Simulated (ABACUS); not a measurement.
# WS2 in ABACUS: further runs

The runs below take WS2 through equation of state, with LDA.

Program: ABACUS 3.10.1. These are calculated values, not measurements. Logs are shortened: lines on timing, memory, paths and dates and some standing lists are left out, and cuts for length are marked.

## 1. The structure

The cell holds a slab with vacuum, 3 atoms: a = 3.184 Å, b = 3.184 Å, c = 16.951 Å, α = 90.00°, β = 90.00°, γ = 120.00°.

## 2. Equation of state, LDA, 46.62 Å³/atom (volume scaled by 0.94)

Contents of INPUT:

```
INPUT_PARAMETERS
suffix              WS2
calculation         scf
basis_type          pw
pseudo_dir          ./
symmetry            1
dft_functional      pz
ecutwfc             40
pseudo_rcut         10
nspin               1
nbands              17
ks_solver           dav
smearing_method     fd
smearing_sigma      0.00367493
scf_thr             1e-08
scf_nmax            100
mixing_type         broyden
mixing_beta         0.7
cal_force           1
cal_stress          1
ecutrho             320
kpar                4
```

Contents of STRU:

```
ATOMIC_SPECIES
W 183.8400 w_lda_v1.2.uspp.F.UPF
S 32.0600 s_lda_v1.4.uspp.F.UPF

LATTICE_CONSTANT
1.8897261246

LATTICE_VECTORS
3.1185283984 0.0000000000 0.0000000000
-1.5592641992 2.7007248154 0.0000000000
0.0000000000 0.0000000000 16.6045506357

ATOMIC_POSITIONS
Cartesian

W
0.0
1
0.0000000000 0.0000000000 0.0000000000 1 1 1

S
0.0
2
-0.0000000002 1.8004832104 1.5276271268 1 1 1
-0.0000000002 1.8004832104 15.0769235089 1 1 1
```

Contents of KPT:

```
K_POINTS
0
Gamma
8 8 2 0 0 0
```

Potentials or basis: GBRV ultrasoft 1.5 LDA, plane waves.

Command:

```
$ OMP_NUM_THREADS=1 mpirun -np 4 abacus > log
```

running log:

```text
ABACUS v3.10.1

               Atomic-orbital Based Ab-initio Computation at UStc

 ------------------------------------------------------------------------------------

 READING GENERAL INFORMATION
                           global_out_dir = OUT.WS2/
                           global_in_card = INPUT
                               pseudo_dir = ./
                              orbital_dir =
                                    DSIZE = 4
                                    GSIZE = 1

 READING UNITCELL INFORMATION
                                    ntype = 2
                  lattice constant (Bohr) = 1.88973
              lattice constant (Angstrom) = 1

 READING ATOM TYPE 1
                               atom label = W
                      L=0, number of zeta = 1
                      L=1, number of zeta = 1
                      L=2, number of zeta = 1
             number of atom for this type = 1

 READING ATOM TYPE 2
                               atom label = S
                      L=0, number of zeta = 1
                      L=1, number of zeta = 1
                      L=2, number of zeta = 1
             number of atom for this type = 2

                        TOTAL ATOM NUMBER = 3
CARTESIAN COORDINATES ( UNIT =       1.889726124600 Bohr ).
    atom                   x                   y                   z     mag                  vx                  vy                  vz
tauc_W1            0.0000000000        0.0000000000        0.0000000000  0.0000        0.0000000000        0.0000000000        0.0000000000
tauc_S1           -0.0000000002        1.8004832104        1.5276271268  0.0000        0.0000000000        0.0000000000        0.0000000000
tauc_S2           -0.0000000002        1.8004832104       15.0769235089  0.0000        0.0000000000        0.0000000000        0.0000000000

                          Volume (Bohr^3) = 943.743
                             Volume (A^3) = 139.848

 Lattice vectors: (Cartesian coordinate: in unit of a_0)
             +3.11853                  +0                  +0
             -1.55926            +2.70072                  +0
                   +0                  +0            +16.6046
 Reciprocal vectors: (Cartesian coordinate: in unit of 2 pi/a_0)
            +0.320664           +0.185135                  -0
                   -0           +0.370271                  -0
                   +0                  -0          +0.0602245
 The esolver type has been set to : ksdft_pw

                PAO radial cut off (Bohr) = 10

 Read in pseudopotential file is w_lda_v1.2.uspp.F.UPF
                     pseudopotential type = US
          exchange-correlation functional = PZ
                 nonlocal core correction = 1
                        valence electrons = 14
                                     lmax = 3
[... 216 lines left out ...]

 Init Non-Local PseudoPotential table :
 Init Non-Local-Pseudopotential done.

                                     npwx = 4048

 Make real space PAO into reciprocal space.
       max mesh points in Pseudopotential = 745
     dq(describe PAO in reciprocal space) = 0.01
                                    max q = 763

 number of pseudo atomic orbitals for W is 5
WARNING: norm of atomic wavefunction # 3 of atomic type W is 0.999991, renormalized
WARNING: norm of atomic wavefunction # 4 of atomic type W is 0.999949, renormalized
WARNING: norm of atomic wavefunction # 5 of atomic type W is 0.994582, renormalized

 number of pseudo atomic orbitals for S is 2
WARNING: norm of atomic wavefunction # 2 of atomic type S is 0.999996, renormalized

 -------------------------------------------
 SELF-CONSISTENT
 -------------------------------------------
                                 init_chg = atomic

 PW ALGORITHM --------------- ION=   1  ELEC=   1--------------------------------

 Notice: Threshold on eigenvalues was too large.
 hsover_error=0.26 > DRHO=0.104507
 Origin diag ethr = 0.01
 New diag ethr = 0.000401952

 Density error is 0.103653425191
                          Error Threshold = 0.000401951804483
----------------------------------------------------------
     Energy           Rydberg                 eV
----------------------------------------------------------
 E_KohnSham     -207.5821667699      -2824.3002712567
 E_Harris       -204.1561220000      -2777.6865407836
 E_Fermi        0.0560105982         0.7620632837
----------------------------------------------------------
[... 147 lines left out ...]
 Density error is 2.67623164199e-09
                          Error Threshold = 4.44123449551e-11
----------------------------------------------------------
     Energy           Rydberg                 eV
----------------------------------------------------------
 E_KohnSham     -207.6032422821      -2824.5870183107
 E_KS(sigma->0) -207.6032422821      -2824.5870183107
 E_Harris       -207.6020360023      -2824.5706060324
 E_band         -34.1636526884       -464.8203410548
 E_one_elec     -875.7581352240      -11915.3007089004
 E_Hartree      438.6666549386       5968.3660297649
 E_xc           -58.0945851151       -790.4173805110
 E_Ewald        287.5828231184       3912.7650413358
 E_entropy(-TS) -0.0000000000        -0.0000000001
 E_descf        0.0000000000         0.0000000000
 E_exx          0.0000000000         0.0000000000
 E_Fermi        0.1070152967         1.4560178079
----------------------------------------------------------

 charge density convergence is achieved
 final etot is -2824.5870183 eV
 EFERMI = 1.4560178079 eV

 STATE ENERGY(eV) AND OCCUPATIONS    NSPIN == 1
 1/5 kpoint (Cartesian) = 0.0000 0.0000 0.0000 (3993 pws)
       1       -73.4240      0.0156250
       2       -37.7415      0.0156250
       3       -37.5191      0.0156250
       4       -37.5191      0.0156250
       5       -14.6978      0.0156250
       6       -12.7963      0.0156250
[... 9 lines left out ...]
      16        3.78683    8.88526e-23
[... 64 lines left out ...]
       5       -12.3189      0.0468750
       6       -12.0667      0.0468750
[... 9 lines left out ...]
      16        4.59471    2.56228e-29
      17        5.59815    4.92960e-38

------------------------------------------------------------------------------------------
 TOTAL-FORCE (eV/Angstrom)
------------------------------------------------------------------------------------------
                        W1         0.0000000000         0.0000000000         0.0000000000
                        S1         0.0000000000         0.0000000000         0.8400485078
                        S2         0.0000000000         0.0000000000        -0.8400485078
------------------------------------------------------------------------------------------

----------------------------------------------------------------
 TOTAL-STRESS (KBAR)
----------------------------------------------------------------
        10.3290454273        -0.0000000000         0.0000000000
         0.0000000000        10.3290454276        -0.0000000000
         0.0000000000        -0.0000000000        24.9533068387
----------------------------------------------------------------
 TOTAL-PRESSURE: 15.203799 KBAR

 --------------------------------------------
 !FINAL_ETOT_IS -2824.5870183107481353 eV
 --------------------------------------------
```

stdout:

```text
ABACUS v3.10.1

               Atomic-orbital Based Ab-initio Computation at UStc

%%%%%%%%%%%%%%%%%%%%%%%%%%%%%%%%%%%%%%%%%%%%%%%%%%%%%%%%%%%%%%%%%%%%%%%%%%%%%%%%%%%%%%%%%%%%%%%%%%%%%%%%%
 Warning: the number of valence electrons in pseudopotential > 6 for W: [Xe] 4f14 5d4 6s2
[... 41 lines left out ...]
 TOTAL-STRESS (KBAR)
----------------------------------------------------------------
        10.3290454273        -0.0000000000         0.0000000000
         0.0000000000        10.3290454276        -0.0000000000
         0.0000000000        -0.0000000000        24.9533068387
----------------------------------------------------------------
 TOTAL-PRESSURE: 15.203799 KBAR
```

Run time: 4.8 min. Hardware: 4 MPI ranks of Intel Xeon 6975P-C (Granite Rapids), shared host; peak memory 2.7 GiB.

Results:

```
Free energy            : -2824.5870 eV
Largest force          : 0.840 eV/Å
Band gap on the k mesh : 2.24 eV, indirect (least direct gap 2.43 eV)
```

Caveat: there are fewer bands than atomic start orbitals, so a level may be missed at k points of high symmetry; spin-orbit coupling is left out, which moves the levels of the heavy elements.

## 3. Equation of state, LDA, 48.60 Å³/atom (volume scaled by 0.98)

INPUT is that of step 2.

Contents of STRU:

```
ATOMIC_SPECIES
W 183.8400 w_lda_v1.2.uspp.F.UPF
S 32.0600 s_lda_v1.4.uspp.F.UPF

LATTICE_CONSTANT
1.8897261246

LATTICE_VECTORS
3.1621498298 0.0000000000 0.0000000000
-1.5810749149 2.7385020831 0.0000000000
0.0000000000 0.0000000000 16.8368121945

ATOMIC_POSITIONS
Cartesian

W
0.0
1
0.0000000000 0.0000000000 0.0000000000 1 1 1

S
0.0
2
-0.0000000002 1.8256680555 1.5489953087 1 1 1
-0.0000000002 1.8256680555 15.2878168858 1 1 1
```

KPT is that of step 2.

Potentials or basis: GBRV ultrasoft 1.5 LDA, plane waves.

Command:

```
$ OMP_NUM_THREADS=1 mpirun -np 4 abacus > log
```

It took 4.9 min on 4 MPI ranks of Intel Xeon 6975P-C (Granite Rapids), shared host; peak memory 2.8 GiB.

It converged, with:

- Free energy: -2824.6064 eV
- Largest force: 0.008 eV/Å
- Band gap on the k mesh: 2.11 eV, indirect (least direct gap 2.30 eV)

Caveat: there are fewer bands than atomic start orbitals, so a level may be missed at k points of high symmetry; spin-orbit coupling is left out, which moves the levels of the heavy elements.

## 4. Equation of state, LDA, 50.58 Å³/atom (volume scaled by 1.02)

INPUT is that of step 3.

Contents of STRU:

```
ATOMIC_SPECIES
W 183.8400 w_lda_v1.2.uspp.F.UPF
S 32.0600 s_lda_v1.4.uspp.F.UPF

LATTICE_CONSTANT
1.8897261246

LATTICE_VECTORS
3.2045998594 0.0000000000 0.0000000000
-1.6022999297 2.7752648871 0.0000000000
0.0000000000 0.0000000000 17.0628366442

ATOMIC_POSITIONS
Cartesian

W
0.0
1
0.0000000000 0.0000000000 0.0000000000 1 1 1

S
0.0
2
-0.0000000002 1.8501765915 1.5697896733 1 1 1
-0.0000000002 1.8501765915 15.4930469709 1 1 1
```

KPT is that of step 3.

Command:

```
$ OMP_NUM_THREADS=1 mpirun -np 4 abacus > log
```

Wall time 5.2 min (4 MPI ranks of Intel Xeon 6975P-C (Granite Rapids), shared host); peak memory 2.9 GiB.

It converged, with:

```yaml
Free_energy: -2824.5349 eV
Largest_force: 0.694 eV/Å
Band_gap_on_the_k_mesh: 1.99 eV, indirect (least direct gap 2.17 eV)
```

Caveat: there are fewer bands than atomic start orbitals, so a level may be missed at k points of high symmetry; spin-orbit coupling is left out, which moves the levels of the heavy elements.

## 5. Equation of state, LDA, 52.57 Å³/atom (volume scaled by 1.06)

INPUT is that of step 4.

Contents of STRU:

```
ATOMIC_SPECIES
W 183.8400 w_lda_v1.2.uspp.F.UPF
S 32.0600 s_lda_v1.4.uspp.F.UPF

LATTICE_CONSTANT
1.8897261246

LATTICE_VECTORS
3.2459540962 0.0000000000 0.0000000000
-1.6229770481 2.8110787067 0.0000000000
0.0000000000 0.0000000000 17.2830265641

ATOMIC_POSITIONS
Cartesian

W
0.0
1
0.0000000000 0.0000000000 0.0000000000 1 1 1

S
0.0
2
-0.0000000002 1.8740524712 1.5900472582 1 1 1
-0.0000000002 1.8740524712 15.6929793059 1 1 1
```

KPT is that of step 4.

Command:

```
$ OMP_NUM_THREADS=1 mpirun -np 4 abacus > log
```

Wall time 5.4 min (4 MPI ranks of Intel Xeon 6975P-C (Granite Rapids), shared host); peak memory 3 GiB.

Results (log left out):

```
Free energy            : -2824.3904 eV
Largest force          : 1.296 eV/Å
Band gap on the k mesh : 1.88 eV, indirect (least direct gap 2.06 eV)
```

Caveat: there are fewer bands than atomic start orbitals, so a level may be missed at k points of high symmetry; spin-orbit coupling is left out, which moves the levels of the heavy elements.

## 6. Equation of state, LDA

Potentials or basis: GBRV ultrasoft 1.5 LDA, plane waves.

This step only gathers the single runs of the series.

What came out:

```
Equilibrium volume                        : 47.98 Å³/atom
Bulk modulus at fixed shape and positions : 63 GPa
Pressure derivative of the bulk modulus   : 4.3 (rough: it moves with the points fitted)
```

Energy against volume, from the lowest point:
```tsv
volume (Å³/atom)	energy (meV/atom)
46.616	6.47
48.600	0.00
50.583	23.83
52.567	72.03
```

Caveat: the cell was scaled at fixed shape and fractional positions, which overstates the stiffness of a crystal with free parameters, most of all of layers and chains. The run has no spin-orbit coupling, so splittings on W are missing.

## 7. The reference run

An earlier run on the cell as given: functional PBEsol; potentials or basis PseudoDojo NC SR 0.4.1 PBEsol standard; cutoff 1007 eV; density cutoff 4027 eV; basis plane waves; k mesh 10 × 10 × 2; occupations fermi-dirac, width 0.05 eV; no spin polarisation.

* Largest force: 0.125 eV/Å
* Band gap on the k mesh: 1.98 eV, indirect (least direct gap 2.15 eV)
